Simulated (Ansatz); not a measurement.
This script drives the Ansatz DFT code, driven from Python.

The script reads `POSCAR_sno2`:
```text
SnO2
1.0
   1.61709308    0.93362912    4.80059258
  -1.61709308    0.93362912    4.80059258
   0.00000000   -1.86725824    4.80059258
Sn O
1 2
Direct
   0.50000000    0.50000000    0.50000000
   0.23717000    0.23717000    0.23717000
   0.76283000    0.76283000    0.76283000
```

Script `vacuum_sno2.py`:
```python
# -*- coding: utf-8 -*-
"""Surface of SnO2 against the width of the vacuum."""

import ansatz as az
from ase.build import surface
from ase.io import read
import numpy as np
import pandas as pd

atoms = read("POSCAR_sno2", format="vasp")
# the plane is named in the basis of this cell
rows = []
for value in [3.0, 4.0, 5.0, 6.5, 8.0]:
    slab = surface(atoms, (0, 1, 0), 3, vacuum=value)
    slab.pbc = True
    model = (
        az.Crystal.from_ase(slab).calculation()
        .functional("pbesol")
        .occupations("fermi_dirac", width=0.1)
        .basis(550)
        .kpoints(6, 6, 1)
        .electric_field(axis=3, dipole_correction=True)
    )
    r = model.run().report
    face = r["work_function"]
    rows.append((value, len(slab), r["free_energy_ev"], face["dipole_moment_e_ang"], face.get("phi_plus_ev"), face.get("phi_minus_ev")))

print(pd.DataFrame(rows, columns=["vacuum each side (A)", "atoms", "F (eV)", "dipole (e A)", "phi upper (eV)", "phi lower (eV)"]).round(4).to_string(index=False))
```

It is started by `python vacuum_sno2.py`. Estimate its wall time and peak memory on 1 thread of Arm Neoverse V2, on a shared host.

It took about 110 s, with a peak of 0.84 GiB, for 5 runs of the engine.

```console
$ python vacuum_sno2.py
RunWarning: efield: at this solve's end the planar-averaged density reaches 8.05e-3 e/Å³ inside the ramp window [0.8727, 0.1273] (bound 1e-5 e/Å³); the window's nearer edge stands 1.35 Å from this [...]
 vacuum each side (A)  atoms      F (eV)  dipole (e A)  phi upper (eV)  phi lower (eV)
                  3.0      9 -21210.3390          -0.0          6.1939          6.1939
                  4.0      9 -21210.3404          -0.0          6.2594          6.2593
                  5.0      9 -21210.3406           0.0          6.2642          6.2644
                  6.5      9 -21210.3405          -0.0          6.2646          6.2645
                  8.0      9 -21210.3405          -0.0          6.2647          6.2646
```
(Warnings from the package without file and line, shortened, repeats left out.)

What to keep in mind:
- Total energies depend on the potentials; only differences at equal settings carry meaning. A total without «per atom» is that of the whole cell that was run.
- The density doesn't vanish in the vacuum (a short gap or a low cutoff), which blurs the vacuum level.
- In a slab with a gap the Fermi level, and so this work function, hangs on the smearing.
- The structure comes from a database of computed cells and needn't be a stable or known phase.
- The slabs are thin, unrelaxed cuts of the structure as given, on a modest mesh, so the surface energy isn't converged; Miller indices refer to the cell as typed, and unlike faces give only a mean.
